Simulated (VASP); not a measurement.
Here is a VASP 6.6.1 calculation.

The input POSCAR:

```
B
1.0
    2.2130123495      0.0000000000      0.0000000000
   -1.1065061747      1.9165249135      0.0000000000
    0.0000000000      0.0000000000      3.5918362432
B
2
Direct
    0.3333333333      0.6666666667      0.2500000000
    0.6666666667      0.3333333333      0.7500000000
```

INCAR.step1

```
SYSTEM = B
ALGO = Normal ; EDIFF = 1E-4
ENCUT = 520 ; GGA = PE
ISMEAR = 0 ; LASPH = .True.
LCHARG = .False. ; LREAL = .False.
LWAVE = .True. ; NBANDS = 10
NELM = 100 ; PREC = Accurate
SIGMA = 0.1
```

INCAR.step2

```
SYSTEM = B
ALGO = Normal ; EDIFF = 1E-6
ENCUT = 520 ; ISIF = 2
ISMEAR = 0 ; ISTART = 1
LASPH = .True. ; LCHARG = .True.
LELF = .True. ; LMIXTAU = .True.
LREAL = .False. ; LVHAR = .True.
LWAVE = .False. ; METAGGA = R2SCAN
NBANDS = 10 ; NELM = 100
PREC = Accurate ; SIGMA = 0.1
```

File KPOINTS:

```
k-points
0
Gamma
  9 9 6
  0 0 0
```

Potentials or basis: VASP PAW PBE potentials, release 64 (B).

Run with:

```console
$ cat potpaw_PBE.64/B/POTCAR > POTCAR
$ cp INCAR.step1 INCAR
$ mpirun -np 1 vasp_std > vasp.out
$ cp INCAR.step2 INCAR
$ mpirun -np 1 vasp_std > vasp.out
```

Q: Predict the band gap on the k mesh.

A: None (metal or under the smearing width).

Q: Predict the pressure.

A: -38.4 GPa.

Stress tensor (GPa, compression positive):
```
-44.80   0.00   0.00
  0.00 -44.80   0.00
  0.00   0.00 -25.65
```

Caveat: the k mesh is coarse (spacing up to 0.36 Å⁻¹), so the values aren't converged; a pressure of tens of GPa on the cell as given is suspect, and the run, the potentials or the cell itself is likely at fault; the PAW data sets were made with another functional, which shifts forces and pressure a little.
